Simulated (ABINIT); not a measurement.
# Mn (P6_3/mmc) in ABINIT: convergence with pawecutdg

Aim: find how far pawecutdg must go before the results for Mn settle, at PBEsol. This setting moves, with any that are tied to it; all else stays.

All numbers are computed with ABINIT 10.8.3 (patched build); they aren't measurements. Logs are shortened: lines on timing, memory, paths and dates and some standing lists are left out, and cuts for length are marked. The log counts tension as positive stress, the text compression.

### 1 The crystal as given

The structure is hexagonal, space group P6_3/mmc (No. 194). The conventional cell has a = 2.484 Å, b = 2.484 Å, c = 4.026 Å, α = 90.00°, β = 90.00°, γ = 120.00°. Around Mn (site symmetry -6m2) lie 12 Mn at 2.47 to 2.48 Å.

This isn't the form of Mn at room conditions, which is a 58-atom cubic cell.

### 2 With pawecutdg 26.8

File run.abi:

```
pp_dirpath "./"
pseudos "Mn.GGA_PBE-JTH.xml"

acell 3*1.0 Angstrom
rprim
     2.4836457705     0.0000000000     0.0000000000
    -1.2418228853     2.1509003313     0.0000000000
     0.0000000000     0.0000000000     4.0261950000
ntypat 1
znucl 25
natom 2
typat 1 1
xred
     0.3333333333     0.6666666667     0.2500000000
     0.6666666667     0.3333333333     0.7500000000

ecut 26.0
pawecutdg 26.8
pawxcdev 0

kptopt 1
ngkpt 10 10 6
nshiftk 1
shiftk 0.0 0.0 0.0

ixc -116133

nband 21
occopt 4
tsmear 0.05 eV

nsppol 2
spinat
     0.0000000000     0.0000000000     4.0000000000
     0.0000000000     0.0000000000     4.0000000000

nstep 100
tolvrs 1.0e-9

iomode 3
prtwf 0
prtden 0
prteig 0
prtebands 0
enunit 1
```

Potentials or basis: JTH PAW PBE v2.0.

On the command line:

```console
> abinit run.abi > log 2>&1
```

run.abo:

```text
.Version 10.8.3 of ABINIT
 Symmetries : space group P6_3/m m c (#194); Bravais hP (primitive hexag.)
================================================================================
 Values of the parameters that define the memory need of the present run
     intxc =       0    ionmov =       0      iscf =      17    lmnmax =      18
     lnmax =       6     mgfft =      36  mpssoang =       3    mqgrid =    3001
     natom =       2  nloc_mem =       2    nspden =       2   nspinor =       1
    nsppol =       2      nsym =      24    n1xccc =       1    ntypat =       1
    occopt =       4   xclevel =       2
       mpw =         935          nfft =       20736          nkpt =          56
 PAW method is used; the additional fine FFT grid is defined by:
   mgfftf=        36    nfftf =     20736
================================================================================
================================================================================

--------------------------------------------------------------------------------
------------- Echo of variables that govern the present computation ------------
--------------------------------------------------------------------------------
 -outvars: echo values of preprocessed input variables --------
            acell      1.8897261259E+00  1.8897261259E+00  1.8897261259E+00 Bohr
              amu      5.49380500E+01
             ecut      2.60000000E+01 Hartree
           enunit           1
                       outvar_i_n : Printing only first  50 k-points.
              ixc     -116133
                       outvar_i_n : Printing only first  50 k-points.
         kptrlatt       10    0    0      0   10    0      0    0    6
          kptrlen      4.56504353E+01
            natom           2
            nband          21
            ngfft          24      24      36
          ngfftdg          24      24      36
             nkpt          56
           nspden           2
           nsppol           2
            nstep         100
             nsym          24
           ntypat           1
                       prtocc : prtvol=0, do not print more k-points.
                       1.000000  1.000000  1.000000  1.000000  1.000000  1.000000
                       1.000000  1.000000  1.000000  1.000000  1.000000  1.000000
                       1.000000  1.000000  1.000000  0.000000  0.000000  0.000000
                       0.000000  0.000000  0.000000
                       1.000000  1.000000  1.000000  1.000000  1.000000  1.000000
                       1.000000  1.000000  1.000000  1.000000  1.000000  1.000000
                       1.000000  1.000000  1.000000  0.000000  0.000000  0.000000
                       0.000000  0.000000  0.000000
                       1.000000  1.000000  1.000000  1.000000  1.000000  1.000000
                       1.000000  1.000000  1.000000  1.000000  1.000000  1.000000
                       1.000000  1.000000  1.000000  0.000000  0.000000  0.000000
                       0.000000  0.000000  0.000000
                       1.000000  1.000000  1.000000  1.000000  1.000000  1.000000
                       1.000000  1.000000  1.000000  1.000000  1.000000  1.000000
                       1.000000  1.000000  1.000000  0.000000  0.000000  0.000000
                       0.000000  0.000000  0.000000
                       1.000000  1.000000  1.000000  1.000000  1.000000  1.000000
[... 168 lines left out ...]
                       1.000000  1.000000  1.000000  1.000000  1.000000  1.000000
[... 173 lines left out ...]
    1      0.00000000000000     0.00000000000000    -0.00000000000000
    2     -0.00000000000000    -0.00000000000000    -0.00000000000000
 frms,max,avg= 3.9051470E-28 6.4589898E-28   0.000E+00  0.000E+00  0.000E+00 h/b

 cartesian forces (eV/Angstrom) at end:
    1      0.00000000000000     0.00000000000000    -0.00000000000000
    2     -0.00000000000000    -0.00000000000000    -0.00000000000000
 frms,max,avg= 2.0081073E-26 3.3213461E-26   0.000E+00  0.000E+00  0.000E+00 e/A
 length scales=  1.889726125908  1.889726125908  1.889726125908 bohr
              =  1.000000000000  1.000000000000  1.000000000000 angstroms
 Fermi (or HOMO) energy (eV) =  10.19627   Average Vxc (eV)= -13.43672
 Eigenvalues (   eV  ) for nkpt=  56  k points, SPIN UP:
 kpt#   1, nband= 21, wtk=  0.00167, kpt=  0.0000  0.0000  0.0000 (reduced coord)
 -68.72418  -68.56109  -37.90464  -37.23227  -37.23227  -37.12714  -37.12714  -37.11980
   1.94176    5.74230    9.21268    9.24380    9.24380    9.71479    9.71479   10.24831
  10.24831   10.85323   11.81221   11.81221   19.40493
 prteigrs : prtvol=0 or 1, do not print more k-points.

 Eigenvalues (   eV  ) for nkpt=  56  k points, SPIN DOWN:
 kpt#   1, nband= 21, wtk=  0.00167, kpt=  0.0000  0.0000  0.0000 (reduced coord)
 -68.72419  -68.56110  -37.90465  -37.23228  -37.23228  -37.12715  -37.12715  -37.11980
   1.94175    5.74228    9.21267    9.24379    9.24379    9.71477    9.71477   10.24831
  10.24831   10.85324   11.81220   11.81220   19.40491
 prteigrs : prtvol=0 or 1, do not print more k-points.

--- !EnergyTerms
iteration_state     : {dtset: 1, }
comment             : Components of total free energy in Hartree
kinetic             :  2.57202541732717E+01
hartree             :  3.64869443457246E+01
xc                  : -7.58433473531984E+00
Ewald energy        : -1.55791270885491E+02
psp_core            :  1.23357529100596E+01
local_psp           : -1.03904132645298E+02
PAW spherical_terms : -1.67559697606391E+01
internal            : -2.09492756597692E+02
'-kT*entropy'       : -7.45705575097143E-08
total_energy        : -2.09492756672263E+02
total_energy_eV     : -5.70058831754425E+03
...

--- !EnergyTermsDC
iteration_state     : {dtset: 1, }
comment             : '"Double-counting" decomposition of free energy'
band_energy         : -2.24948813999577E+01
Ewald energy        : -1.55791270885491E+02
psp_core            :  1.23357529100596E+01
xc_dc               : -3.41505849220505E+01
PAW spherical_terms : -9.39178052814458E+00
internal            : -2.09492764825584E+02
'-kT*entropy'       : -7.45705575097143E-08
total_energy_dc     : -2.09492764900155E+02
total_energy_dc_eV  : -5.70058854143661E+03
...

--- !EnergyTermsWithPAWCore
iteration_state     : {dtset: 1, }
comment             : 'Components of total free energy, including PAW core contributions'
Total energy        : -2.31506851923377E+03
Total energy DC     : -2.31506852746166E+03
Total energy (eV)   : -6.29962236627813E+04
Total energy DC (eV): -6.29962238866737E+04
...

 Cartesian components of stress tensor (hartree/bohr^3)
  sigma(1 1)=  3.33116808E-04  sigma(3 2)=  0.00000000E+00
  sigma(2 2)=  3.33116804E-04  sigma(3 1)=  0.00000000E+00
  sigma(3 3)=  3.54952853E-04  sigma(2 1)=  1.98342477E-12

-Cartesian components of stress tensor (GPa)         [Pressure= -1.0015E+01 GPa]
- sigma(1 1)=  9.80063484E+00  sigma(3 2)=  0.00000000E+00
- sigma(2 2)=  9.80063474E+00  sigma(3 1)=  0.00000000E+00
- sigma(3 3)=  1.04430735E+01  sigma(2 1)=  5.83543715E-08

== END DATASET(S) ==============================================================
================================================================================

 -outvars: echo values of variables after computation  --------
            acell      1.8897261259E+00  1.8897261259E+00  1.8897261259E+00 Bohr
           etotal     -2.0949276490E+02
            fcart      2.0079766478E-28  6.4589897810E-28 -0.0000000000E+00
                      -2.0079766478E-28 -6.4589897810E-28 -0.0000000000E+00
            rprim      2.4836457705E+00  0.0000000000E+00  0.0000000000E+00
                      -1.2418228853E+00  2.1509003313E+00  0.0000000000E+00
                       0.0000000000E+00  0.0000000000E+00  4.0261950000E+00
           strten      3.3311680754E-04  3.3311680395E-04  3.5495285272E-04
                       0.0000000000E+00  0.0000000000E+00  1.9834247721E-12
           xangst     -3.3333342178E-11  1.4339335542E+00  1.0065487500E+00
                       1.2418228852E+00  7.1696677710E-01  3.0196462500E+00
             xred      3.3333333333E-01  6.6666666667E-01  2.5000000000E-01
                       6.6666666667E-01  3.3333333333E-01  7.5000000000E-01
 Calculation completed.
```

Wall time 98 s (1 thread of Arm Neoverse V1, shared host); peak memory 0.16 GiB.

What came out:

```yaml
Free_energy: -5700.5885 eV
Pressure: -10.0 GPa
Band_gap_on_the_k_mesh: none (metal or under the smearing width)
Net_moment: 0.00 μB per cell
Valence_electrons_inside_the_program's_atomic_spheres: Mn 13.39 (radii [1.1176] Å)
```

### 3 With pawecutdg 31.2

Edit run.abi of step 2 so:

```diff
@@ -17,3 +17,3 @@
 ecut 26.0
-pawecutdg 26.8
+pawecutdg 31.2
 pawxcdev 0
```

Potentials or basis: JTH PAW PBE v2.0.

On the command line:

```console
> abinit run.abi > log 2>&1
```

Wall time 1.8 min (1 thread of Arm Neoverse V1, shared host); peak memory 0.16 GiB.

Results (log left out):

```
Free energy                                           : -5700.5883 eV
Pressure                                              : -10.1 GPa
Band gap on the k mesh                                : none (metal or under the smearing width)
Net moment                                            : 0.00 μB per cell
Valence electrons inside the program's atomic spheres : Mn 13.40 (radii [1.1176] Å)
```

### 4 With pawecutdg 39

Edit run.abi of step 3 so:

```diff
@@ -17,3 +17,3 @@
 ecut 26.0
-pawecutdg 31.2
+pawecutdg 39.0
 pawxcdev 0
```

On the command line:

```console
> abinit run.abi > log 2>&1
```

Run time: 1.9 min. Hardware: 1 thread of Arm Neoverse V1, shared host; peak memory 0.16 GiB.

It converged, with:

| Item | Value |
| --- | --- |
| Free energy | -5700.5875 eV |
| Pressure | -10.1 GPa |
| Band gap on the k mesh | none (metal or under the smearing width) |
| Net moment | 0.00 μB per cell |
| Valence electrons inside the program's atomic spheres | Mn 13.39 (radii [1.1176] Å) |

### 5 With pawecutdg 46.8

Edit run.abi of step 4 so:

```diff
@@ -17,3 +17,3 @@
 ecut 26.0
-pawecutdg 39.0
+pawecutdg 46.8
 pawxcdev 0
```

On the command line:

```console
> abinit run.abi > log 2>&1
```

Run time: 1.9 min. Hardware: 1 thread of Arm Neoverse V1, shared host; peak memory 0.17 GiB.

Results (log left out):

| Quantity | Value |
| --- | --- |
| Free energy | -5700.5876 eV |
| Pressure | -10.2 GPa |
| Band gap on the k mesh | none (metal or under the smearing width) |
| Net moment | 0.00 μB per cell |
| Valence electrons inside the program's atomic spheres | Mn 13.40 (radii [1.1176] Å) |

### 6 With pawecutdg 57.2

Edit run.abi of step 5 so:

```diff
@@ -17,3 +17,3 @@
 ecut 26.0
-pawecutdg 46.8
+pawecutdg 57.2
 pawxcdev 0
```

Potentials or basis: JTH PAW PBE v2.0.

On the command line:

```console
> abinit run.abi > log 2>&1
```

Wall time 1.9 min (1 thread of Arm Neoverse V1, shared host); peak memory 0.17 GiB.

Results (log left out):

- Free energy: -5700.5873 eV
- Pressure: -10.1 GPa
- Band gap on the k mesh: none (metal or under the smearing width)
- Net moment: 0.00 μB per cell
- Valence electrons inside the program's atomic spheres: Mn 13.39 (radii [1.1176] Å)

### 7 With pawecutdg 70.2

Edit run.abi of step 6 so:

```diff
@@ -17,3 +17,3 @@
 ecut 26.0
-pawecutdg 57.2
+pawecutdg 70.2
 pawxcdev 0
```

On the command line:

```console
> abinit run.abi > log 2>&1
```

It took 1.8 min on 1 thread of Arm Neoverse V1, shared host; peak memory 0.18 GiB.

The run converged. Its results:

```
Free energy                                           : -5700.5872 eV
Pressure                                              : -10.1 GPa
Band gap on the k mesh                                : none (metal or under the smearing width)
Net moment                                            : 0.00 μB per cell
Valence electrons inside the program's atomic spheres : Mn 13.40 (radii [1.1176] Å)
```

### 8 With pawecutdg 85.8

Edit run.abi of step 7 so:

```diff
@@ -17,3 +17,3 @@
 ecut 26.0
-pawecutdg 70.2
+pawecutdg 85.8
 pawxcdev 0
```

On the command line:

```console
> abinit run.abi > log 2>&1
```

Wall time 1.9 min (1 thread of Arm Neoverse V1, shared host); peak memory 0.19 GiB.

It converged, with:

```
Free energy                                           : -5700.5873 eV
Pressure                                              : -10.2 GPa
Band gap on the k mesh                                : none (metal or under the smearing width)
Net moment                                            : 0.00 μB per cell
Valence electrons inside the program's atomic spheres : Mn 13.39 (radii [1.1176] Å)
```

### 9 The series at a glance

| pawecutdg | energy less the tightest run (meV/atom) | pressure (GPa) | SCF cycles | CPU time (s) | peak memory (GiB) |
| --- | --- | --- | --- | --- | --- |
| 26.8 | -0.61 | -10.01 | 15 | 98 | 0.16 |
| 31.2 | -0.49 | -10.08 | 17 | 110 | 0.16 |
| 39 | -0.07 | -10.14 | 17 | 110 | 0.16 |
| 46.8 | -0.16 | -10.18 | 18 | 120 | 0.17 |
| 57.2 | 0.02 | -10.13 | 17 | 110 | 0.17 |
| 70.2 | 0.04 | -10.15 | 16 | 110 | 0.18 |
| 85.8 | 0.00 | -10.16 | 17 | 110 | 0.19 |

Against the tightest run, the energy stays within 1 meV/atom from 26.8 on; the pressure stays within 0.1 GPa from 31.2 on. The tightest run that finished is the yardstick and may itself not be fully converged.

Caveats: the starting moments collapsed, and a magnetic state may lie lower; the PAW data sets were made with another functional, which shifts forces and pressure a little.
